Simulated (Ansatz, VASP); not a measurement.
## Two plane-wave programs on AlN

The input POSCAR:

```
AlN
1.0
    3.3014697576      0.0000000000      0.0000000000
   -1.6507348788      2.8591566799      0.0000000000
    0.0000000000      0.0000000000      4.1398709542
Al N
2 2
Direct
    0.3333333333      0.6666666667      0.7500000000
    0.6666666667      0.3333333333      0.2500000000
    0.3333333333      0.6666666667      0.2500000000
    0.6666666667      0.3333333333      0.7500000000
```

INCAR.step1

```
SYSTEM = AlN
  ALGO = Normal
  EDIFF = 1E-4
  ENCUT = 520
  GGA = PE
  ISMEAR = 0
  LASPH = .TRUE.
  LCHARG = .FALSE.
  LREAL = .FALSE.
  LWAVE = .TRUE.
  NBANDS = 16
  NELM = 100
  PREC = Accurate
  SIGMA = 0.02
```

Contents of INCAR.step2:

```
SYSTEM = AlN
  ALGO = Normal
  EDIFF = 1E-7
  ENCUT = 520
  ISIF = 2
  ISMEAR = 0
  ISTART = 1
  LASPH = .TRUE.
  LCHARG = .FALSE.
  LMIXTAU = .TRUE.
  LREAL = .FALSE.
  LWAVE = .FALSE.
  METAGGA = R2SCAN
  NBANDS = 16
  NELM = 100
  PREC = Accurate
  SIGMA = 0.02
```

Contents of KPOINTS:

```
k-points
0
G
  9 9 6
  0 0 0
```

Input for Ansatz:

```yaml
crystal:
  lattice:
    - [3.3014697576, 0.0, 0.0]
    - [-1.6507348788, 2.8591566799, 0.0]
    - [0.0, 0.0, 4.1398709542]
  atoms:
    - { symbol: Al, position: [0.3333333333, 0.6666666667, 0.75] }
    - { symbol: Al, position: [0.6666666667, 0.3333333333, 0.25] }
    - { symbol: "N", position: [0.3333333333, 0.6666666667, 0.25] }
    - { symbol: "N", position: [0.6666666667, 0.3333333333, 0.75] }
basis:
  ecutwfc: 500
kpoints:
  mp_grid: { grid: [9, 9, 6] }
hamiltonian:
  xc: r2scan
  pseudopotentials: { kind: paw, azcp: { folder: soft_1 } }
scf:
  occupations: { method: gaussian, width: 0.02 }
output:
  forces: true
  stress: true
  eigenvalues: true
```

Alike in both runs: task single point; functional r2SCAN; k mesh 9 × 9 × 6; occupations gaussian, width 0.02 eV; no spin polarisation.

|  | VASP | Ansatz |
| --- | --- | --- |
| version | VASP 6.6.1 | Ansatz 0.2.0 |
| potentials or method | VASP PAW PBE potentials, release 64 (Al, N) | scalar-relativistic, plane waves, PAW |
| plane-wave cutoff (eV) | 520 | 500 |
| valence electrons in the cell | 16 | 16 |

VASP gave:

* gap on the k mesh at the Fermi level (eV): 4.02
* least direct gap on the mesh (eV): 4.02
* pressure (GPa): -2.0
* largest component of the traceless stress (GPa): 0.20

What did Ansatz give for the same quantities?

gap on the k mesh at the Fermi level (eV): 3.98; least direct gap on the mesh (eV): 3.98; pressure (GPa): -1.5; largest component of the traceless stress (GPa): 0.32.

Caveats: the PAW data sets were made with another functional, which shifts forces and pressure a little (VASP). r2SCAN opens gaps a little over a GGA but as a rule still falls short of measured ones.
